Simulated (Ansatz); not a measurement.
Surface calculation: diamond C (110), 3 layers

The slab is cut from the diamond crystal, which needn't be the stable phase, as relaxed on PAW files (5.70 Å³/atom), with 16 Å of vacuum and a dipole correction:

```xyz
6
Lattice="2.5255 0.0000 0.0000 0.0000 3.5716 0.0000 0.0000 0.0000 18.5255" Properties=species:S:1:pos:R:3 pbc="T T T"
C     1.8941    0.4465    8.0000
C     0.6314    3.1252    8.0000
C     0.6314    2.2323    9.2628
C     1.8941    1.3394    9.2628
C     1.8941    0.4465   10.5255
C     0.6314    3.1252   10.5255
```

Computed with Ansatz 0.2.0; functional PBE, scalar-relativistic. Settings: a Γ-centred 12×8×1 k mesh, Fermi–Dirac smearing of 0.02 eV, no spin polarisation. Methods: LAPW: all electrons, basis error target 1 meV/atom; PAW: frozen-core files, cutoff 420 eV.

The bulk energy comes from a cell in the slab's orientation on a 12×8×12 mesh. The surface energy is (E(slab) − N·E(bulk))/2A at zero smearing, the mean of both faces; thin slabs carry quantum-size effects.

Real surfaces of this kind reconstruct, which a 1×1 cell forbids.

Question: As cut, the LAPW slab lies 6.967 eV above 6 atoms of bulk. What surface energy is that?

Answer: Over two faces of 9.02 Å² it is 386.2 meV/Å², and times 16.02 J/m² per eV/Å² that gives γ = 6.187 J/m².

Question: What do relaxation and the other method give, and what work function comes out?

Answer: 

| method | γ as cut (J/m²) | γ relaxed (J/m²) | Φ as cut (eV) | Φ relaxed (eV) |
| --- | --- | --- | --- | --- |
| LAPW | 6.187 | 5.074 | 6.00 | 5.86 |
| PAW | 6.184 | 5.072 | 6.00 | 5.87 |

Question: How do the spacings between the planes relax?

Answer: From the bottom face up: d12 -9.5 % of 1.263 Å, d23 -9.5 % of 1.263 Å.

Question: A 1s core hole is made on one atom of each kind in every 1×1 cell (PAW hole dataset, neutral cell, valence without spin). What does it cost by layer?

Answer: layer 1 282.18 eV, layer 2 283.85 eV. Shifts between layers mean more than the absolute values, and a whole layer of holes screens otherwise than one hole.
